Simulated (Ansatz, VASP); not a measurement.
One calculation of PtSe2, two programs

```xyz
3
Lattice="3.7240 0.0000 0.0000 -1.8620 3.2251 0.0000 0.0000 0.0000 5.0620" Properties=species:S:1:pos:R:3 pbc="T T T"
Pt    0.0000    0.0000    0.0607
Se    0.0000    2.1501    1.1905
Se    1.8620    1.0750    3.7215
```

Change from the starting cell: mode 9 (228.2 1/cm) frozen in, largest displacement +0.075 Å.

Alike in both runs: task single point; functional PBE; dispersion D3(BJ); k mesh 12 × 12 × 10; occupations gaussian, width 0.15 eV; no spin polarisation.

|  | VASP | Ansatz |
| --- | --- | --- |
| version | VASP 6.6.1 | Ansatz 0.2.0 |
| potentials or method | VASP PAW PBE potentials, release 64 (Pt, Se) | scalar-relativistic, plane waves, PAW |
| plane-wave cutoff (eV) | 520 | 420 |
| valence electrons in the cell | 22 | 50 |

|  | VASP | Ansatz | Ansatz less VASP |
| --- | --- | --- | --- |
| gap on the k mesh at the Fermi level (eV) | none | none | - |
| pressure (GPa) | 4.2 | 4.2 | 0.00 |
| largest component of the traceless stress (GPa) | 2.21 | 2.19 | -0.019 |
| rms of the force components (eV/Å) | 0.975 | 0.972 | -0.0032 |

Atom by atom the forces differ by 0.004 eV/Å (rms over components). A gap of «none» marks a metal or a gap that the smearing closes. The two sets of potentials don't hold the same shells in valence.

Caveats: pairwise dispersion overbinds metals, which lowers pressure and volume; forces of over 1 eV/Å show positions far from the minimum, so gaps and moduli don't describe the material at rest. The runs have no spin-orbit coupling, so splittings on Pt are missing.
